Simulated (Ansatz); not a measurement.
# TiB2 (P6/mmm) in Ansatz: further runs, part 2 of 2

Ansatz 0.2.0. Earlier steps stand in the parts before.

**4. Relaxation of cell and atoms, PBEsol, target pressure 5 GPa, at which the enthalpy is minimised**

input.yaml

```yaml
crystal:
  lattice:
    - [3.0292, 0.0, 0.0]
    - [-1.5146, 2.6233641531, 0.0]
    - [0.0, 0.0, 3.2284]
  atoms:
    - { symbol: Ti, position: [0.0, 0.0, 0.0] }
    - { symbol: B, position: [0.6666666667, 0.3333333333, 0.5] }
    - { symbol: B, position: [0.3333333333, 0.6666666667, 0.5] }
hamiltonian:
  xc: pbesol
  pseudopotentials: { kind: paw }
kpoints:
  mp_grid: { grid: [10, 10, 8] }
scf:
  occupations: { method: fermi_dirac, width: 0.05 }
output:
  forces: true
  stress: true
  eigenvalues: true
relax:
  f_tol: 0.01
  max_steps: 40
  cell: { stress_tol: 0.05, p_target: 5.0 }
```

Potentials or basis: Ansatz PAW.

Launch:

```bash
ansatz run input.yaml --threads 2 --pin off --max-ram 5632MiB --backend cpu --events-out ev --progress --plain --runs-dir out
```

Standard output:

```text
Warning: RAYON_NUM_THREADS=2 ignored (pool sized by the plan → 2); use --threads N
Engine: ansatz 0.2.0, aarch64-unknown-linux-gnu
Pseudopotentials: kind: paw
Pseudopotential: Ti, paw, valence charge 12, recommended cutoff 420 eV (normal), Ti.paw.azcp
Pseudopotential: B, paw, valence charge 3, recommended cutoff 420 eV (normal), B.paw.azcp
Functional definition: PBEsol
  exchange = pbesol_x
  correlation = pbesol_c
Crystal: 3 atoms, lattice volume = 25.655 Å³
Basis set: ecut = 420 eV, 503 PW (Γ), exchange–correlation on 48×48×48 points (8 copies of the dense FFT grid, shifted against one another)
Bands: 13, of which v1, the nominal top of the filled ones, is band 9 counted from 1 (8 counted from 0)
Symmetry: 24 space group operations
Space group: P6/mmm (ITA 191), of the structure as read, at distance tolerance 2.9e-5 Å
k-points: 70 of 800
Non-local potential: Ti, projectors of the file, l = 0: 3, l = 1: 2, l = 2: 3, l = 3: 1
Non-local potential: B, projectors of the file, l = 0: 2, l = 1: 2, l = 2: 1
PAW form: soft (Blöchl's): semilocal exchange-correlation on the pseudo side does not see the compensation charge
PAW frozen core: Ti, regenerated for the run's functional, and the local potential with it (the file was generated under x = pbe(κ = 0.804, μ = 0.2195149727645171), c = pbe(β = 0.06672455060314922))
PAW frozen core: B, regenerated for the run's functional, and the local potential with it (the file was generated under x = pbe(κ = 0.804, μ = 0.2195149727645171), c = pbe(β = 0.06672455060314922))
PAW one-centre angular grid: Ti, 590 points (default); XC on 64 Gauss nodes
PAW one-centre angular grid: B, 110 points (default); XC on 64 Gauss nodes
Initial density: superposition of atomic densities (neutral atoms: chi_scale 0, normalization atom), corrected by the library's trained network
Initial wavefunctions: pseudopotential atomic-orbital guess
Functional: x = pbesol(κ = 0.804, μ = 0.12345679012345678), c = pbesol(β = 0.046)
SCF iter   1: F=—  HF=-2782.611271 eV  |F-HF|=—  |Δ(HF+E_count)|=         —  Δρ=6.50e-3  dr2=8.33e-3  ethr=1.77e-3  ⟨swp⟩=4.5  Hψ=4320  notcnv=0
preconditioner: auto → none  [metal: Δε(μ)=0.010 eV  Ē_g=8.109 eV  σ=0.050 eV  W_gap=0.05  n_scr=8 (ndim 8)  ℏωp=23.2 eV  f_vac=0.000  D(μ)=0.83/eV (n_scr^D=8)  sad-step TF]
SCF iter   2: F=—  HF=-2782.608398 eV  |F-HF|=—  |Δ(HF+E_count)|=   2.87e-3  Δρ=3.20e-3  dr2=2.60e-3  ethr=4.63e-5  ⟨swp⟩=2.8  Hψ=2149  notcnv=0
SCF iter   3: F=—  HF=-2782.607385 eV  |F-HF|=—  |Δ(HF+E_count)|=   1.01e-3  Δρ=2.91e-4  dr2=2.18e-5  ethr=1.45e-5  ⟨swp⟩=2.0  Hψ=1529  notcnv=0
SCF iter   4: F=—  HF=-2782.607376 eV  |F-HF|=—  |Δ(HF+E_count)|=   8.44e-6  Δρ=4.65e-5  dr2=4.31e-7  ethr=1.21e-7  ⟨swp⟩=2.8  Hψ=1482  notcnv=0
iter 5 did not close the SCF: its close was put off for the readings that it lacked (scf_convergence_deferred on its scf_iter line)
[... 94 lines left out ...]
basis re-selected at this cell: Δ(F+E_penalty+E_count) = +9.510e-6 eV, ΔP = -0.000 GPa vs the last step (what re-selecting the basis moved, of the pressure what is left beyond the Pulay correction that the steps carried, after the strain that the cell walked since its last selection, with what the two solves' SCF thresholds leave and, on support functions, any second-order correction that the steps lacked; it is no measure of the basis error at this ecutwfc). This SCF's stress stands 2.16e-3 GPa from its target on what of the cell is left free (relax.cell.stress_tol is 5.00e-2 GPa) and its largest allowed force component is 7.03e-16 eV/Å (relax.f_tol is 1.00e-2 eV/Å): within both
SCF converged after 6 iterations
Free energy (F): -2782.609810 eV
Harris-Foulkes:  -2782.609810 eV  (|F-HF|=9.09e-13)
Internal energy: -2782.603023 eV  (E = F + TS)
E sigma→0 (E₀):  -2782.606416 eV
Entropy (-TS):   -0.006786 eV (-2.262 meV/atom)
Fermi energy:    15.641379 eV
--- Per-component energies (eV) ---
  E_band       = -82.436424
  E_kinetic    = 378.829740
  E_local      = -765.475104  (includes V_loc(G=0)·N_el)
  E_nonlocal   = 30.304355
  E_hartree    = 326.740284
  E_xc         = -165.156359
  E_vxc        = -203.630999  (∫ρ·V_xc dr)
  E_paw        = -1173.508617  (= ΣΔE_a)
  E_vpaw       = -175.945096  (= ΣTr[D̂ρ^β])
  E_aug_tail   = 0.000111  (compensation charges beyond the density's cutoff)
  E_ewald      = -1414.506239
  E_core_change = 0.168806  (= ΣΔE_core)
  E_smearing   = -0.006786  (= −TS)
  E_closure    = 0.000000  (closes the sum)
  Σ components = -2782.609810   (vs F -2782.609810, Δ=0.00e0)
--- Forces (eV/Å), atoms counted from 1 ---
  atom   1  Ti    -0.00000000     0.00000000     0.00000000
  atom   2  B      0.00000000    -0.00000000     0.00000000
  atom   3  B     -0.00000000     0.00000000    -0.00000000
  max |Σ_I F_I| component: 5.55e-17 eV/Å
--- Stress (GPa, compression-positive) ---
        4.998717       0.000000      -0.000000
        0.000000       4.998717      -0.000000
       -0.000000      -0.000000       4.997838
  P = ⅓ Tr σ = 4.9984 GPa (49.984 kbar)
--- Band table (eV; the first three rows and the last of 70) ---
  k-point 0: bands = ["-40.8375", "-17.3014", "-16.9822", "-16.9822", "2.0459", "12.9662", "12.9662", "13.5001", "13.5235", "17.7484", "17.7484", "19.6567", "19.6567"]
  k-point 1: bands = ["-40.8346", "-17.3393", "-16.9792", "-16.9792", "2.2689", "11.8577", "13.1401", "13.1401", "14.9629", "17.2091", "17.2091", "19.2702", "19.2702"]
  k-point 2: bands = ["-40.8276", "-17.4298", "-16.9718", "-16.9718", "2.8840", "10.1412", "13.6506", "13.6506", "16.2099", "16.3244", "16.3244", "18.2823", "18.2823"]
  k-point 69: bands = ["-40.7476", "-17.4314", "-17.3070", "-17.2211", "6.5348", "7.5390", "10.0167", "12.2852", "12.5632", "18.4408", "19.9043", "20.1469", "20.4756"]
--- Relaxed structure (5 steps of the walk, 5 accepted, 2 SCFs on fresh bases) ---
  F+E_penalty+E_count = -2782.60980962 eV   max|allowed force component| = 7.031e-16 eV/Å   (the final SCF, on the basis selected at the relaxed cell)
  cell:  # Å, volume = 24.6711 Å³
    - [3.0003395486610493, 2.109951804075904e-33, 3.1319597091751695e-34]
    - [-1.5001697743305247, 2.598370269119606, -1.280468625979688e-34]
    - [3.3379171811651824e-34, 3.513597032805455e-35, 3.1645905803750276]
  atoms:
    - { symbol: Ti, position: [-3.9321693267111295e-36, 2.0392919506463308e-35, 2.5737787947340145e-85] }
    - { symbol: B, position: [0.6666666666666666, 0.3333333333333333, 0.5] }
    - { symbol: B, position: [0.3333333333333333, 0.6666666666666666, 0.5] }
```

Wall time 5.6 s (2 threads of Arm Neoverse V2, shared host); peak memory 0.32 GiB.

What came out:

| Property | Result |
| --- | --- |
| Free energy | -2782.6098 eV |
| Relaxed volume | 8.22 Å³/atom |
| Relaxed cell | a = 3.000 Å, b = 3.000 Å, c = 3.165 Å, α = 90.00°, β = 90.00°, γ = 120.00° |
| Space group after relaxing (to 0.05 Å) | P6/mmm (No. 191) |
| Energy change on relaxing (the enthalpy is what falls) | -0.8 meV/atom |
| Ionic steps | 7 |
| Pressure after relaxing | 5.0 GPa |
| Band gap on the k mesh | none (metal or under the smearing width) |

The path:
| step | energy change (eV) | largest force (eV/Å) | volume (Å³) |
| --- | --- | --- | --- |
| 1 | 0.0000 | 0.0000 | 25.66 |
| 2 | -0.0067 | 0.0000 | 24.83 |
| 3 | -0.0030 | 0.0000 | 24.66 |
| 4 | -0.0037 | 0.0000 | 24.68 |
| 5 | -0.0026 | 0.0000 | 24.68 |
| 6 | -0.0024 | 0.0000 | 24.67 |
| 7 | -0.0024 | 0.0000 | 24.67 |

Final structure:
```cif
data_structure
_symmetry_space_group_name_H-M 'P 1'
_symmetry_Int_Tables_number 1
_cell_length_a 3.0003
_cell_length_b 3.0003
_cell_length_c 3.1646
_cell_angle_alpha 90.000
_cell_angle_beta 90.000
_cell_angle_gamma 120.000
_cell_volume 24.67
loop_
_atom_site_label
_atom_site_type_symbol
_atom_site_fract_x
_atom_site_fract_y
_atom_site_fract_z
_atom_site_occupancy
Ti1 Ti 0.00000 0.00000 0.00000 1
B1 B 0.66667 0.33333 0.50000 1
B2 B 0.33333 0.66667 0.50000 1
```

Levels at points of the mesh, in eV from the Fermi level:
| k point | band 7 | band 8 | band 9 | band 10 | band 11 | band 12 |
| --- | --- | --- | --- | --- | --- | --- |
| (0.00, 0.00, 0.00) | -2.68 | -2.14 | -2.12 | 2.11 | 2.11 | 4.02 |
| (0.00, 0.00, -0.50) | -0.48 | -0.48 | -0.18 | -0.18 | 0.53 | 0.53 |
| (0.00, -0.50, 0.00) | -3.25 | -3.19 | -2.33 | 1.52 | 2.97 | 3.49 |
| (0.00, -0.50, -0.50) | -4.74 | -3.91 | -3.08 | 2.80 | 3.17 | 4.95 |

Caveat: the plane-wave basis is chosen anew once the cell has moved, so the energies of steps on either side of that aren't comparable; the PAW data sets come from PBE, with cores solved anew for the run's functional, which leaves a small shift of forces and pressure.

**5. Summary**

| cell | target pressure (GPa) | gap on the mesh (eV) | pressure (GPa) |
| --- | --- | --- | --- |
| relaxed | 0 | none | 0.0 |
| relaxed to 2 GPa | 2 | none | 2.0 |
| relaxed to 5 GPa | 5 | none | 5.0 |

Alike in all rows: task relaxation of cell and atoms; level PBEsol; potentials or basis Ansatz PAW; no spin polarisation; k mesh 10 × 10 × 8; cutoff (eV) 420; smearing fermi-dirac 0.05 eV.

Caveats: the plane-wave basis is chosen anew once the cell has moved, so the energies of steps on either side of that aren't comparable; the PAW data sets come from PBE, with cores solved anew for the run's functional, which leaves a small shift of forces and pressure.

Absolute energies hang on the potentials; compare differences alone.
